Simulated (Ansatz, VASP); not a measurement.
One calculation of Pb, two programs

```
CELL_PARAMETERS angstrom
0.00000 2.47502 2.47502
2.47502 0.00000 2.47502
2.47502 2.47502 0.00000
ATOMIC_POSITIONS crystal
Pb 0.00000 0.00000 0.00000
```

Alike in both runs: task relaxation of cell and atoms; functional PBE; k mesh 9 × 9 × 9; occupations fermi-dirac, width 0.05 eV; no spin polarisation.

|  | VASP | Ansatz |
| --- | --- | --- |
| version | VASP 6.6.1 | Ansatz 0.2.0 |
| potentials or method | VASP PAW PBE potentials, release 64 (Pb_d_GW) | Ansatz PAW |
| plane-wave cutoff (eV) | 630 | 420 |
| valence electrons in the cell | 16 | 14 |

VASP gave:

| Quantity | Value |
| --- | --- |
| gap on the k mesh at the Fermi level, each at its own relaxed structure (eV) | none |
| relaxed volume (Å³/atom) | 31.87 |
| relaxed cell length with the largest relative difference (Å) | 3.559 |
| energy change over the relaxation (meV/atom) | -10 |

Question: Estimate Ansatz's values.

Answer: gap on the k mesh at the Fermi level, each at its own relaxed structure (eV): none; relaxed volume (Å³/atom): 31.88; relaxed cell length with the largest relative difference (Å): 3.559; energy change over the relaxation (meV/atom): -10.

A gap of «none» marks a metal or a gap that the smearing closes. The two sets of potentials don't hold the same shells in valence.

Caveats: the plane-wave basis is chosen anew once the cell has moved, so the energies of steps on either side of that aren't comparable (Ansatz). Spin-orbit coupling is left out, which matters for the levels of Pb. Zero-point motion and thermal expansion aren't in these numbers.
